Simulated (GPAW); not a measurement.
Runs of GPAW 26.7.0 on PbS. The structure is cubic, space group Pm-3m (No. 221). Conventional cell: a = 3.654 Å, b = 3.654 Å, c = 3.654 Å, α = 90.00°, β = 90.00°, γ = 90.00°. Pb (site symmetry m-3m) is surrounded by 8 S at 3.16 Å. Around S (site symmetry m-3m) lie 8 Pb at 3.16 Å. Measurements of this composition are mostly on another form, of space group No. 225.

| task | level | potentials or basis | k mesh | cutoff (eV) | maxiter | convergence | band path | band points | gap on the mesh (eV) | pressure (GPa) |
| --- | --- | --- | --- | --- | --- | --- | --- | --- | --- | --- |
| single point | LDA | the program's PAW data sets (release 1.2.1) made for this functional, pw | 6 × 6 × 6 | 500 | 120 | default | - | - | none | -5.5 |
| band structure | LDA | the program's PAW data sets (release 1.2.1) made for this functional, pw | 7 × 7 × 7 | 600 | 150 | - | GXMGRX,MR | 60 | - | (b) |
| single point | TB-mBJ | GPAW PAW data sets for LDA (gpaw-data 1.2.1), pw | 8 × 8 × 8 | 600 | 150 | - | - | - | none | - |
| band structure | PBE | GPAW PAW data sets (gpaw-data 1.2.1), pw | 7 × 7 × 7 | 600 | 150 | - | GXMGRX,MR | 60 | - | -0.3 |
| single point | PBE | GPAW PAW data sets (gpaw-data 1.2.1), pw | 6 × 6 × 6 | 450 | 120 | default | - | - | none | -0.8 |
| band structure | PBEsol | PAW data sets generated in the run's folder for this functional, pw | 7 × 7 × 7 | 600 | 150 | - | GXMGRX,MR | 60 | - | (a) |
| band structure | r2SCAN | GPAW PAW data sets (gpaw-data 1.2.1), pw | 7 × 7 × 7 | 600 | 150 | - | GXMGRX,MR | 60 | - | -0.9 |

Alike in all rows: no spin polarisation; cell as given; smearing fermi-dirac 0.05 eV.

Question: Fill in the values left out.

Answer: (a) -3.8; (b) -5.6.

Caveats: spin-orbit coupling is left out, which moves the levels of the heavy elements (some runs); the cutoff is short for stress and forces, so pressures can be off by a GPa or more (some runs); the PAW data sets were made with another functional, which shifts forces and pressure a little (some runs); a model potential gives levels but no total energy (some runs).

A k mesh can miss the band edges, and the runs leave out spin-orbit coupling on Pb.

A gap of «none» marks a metal or a gap under the smearing width.
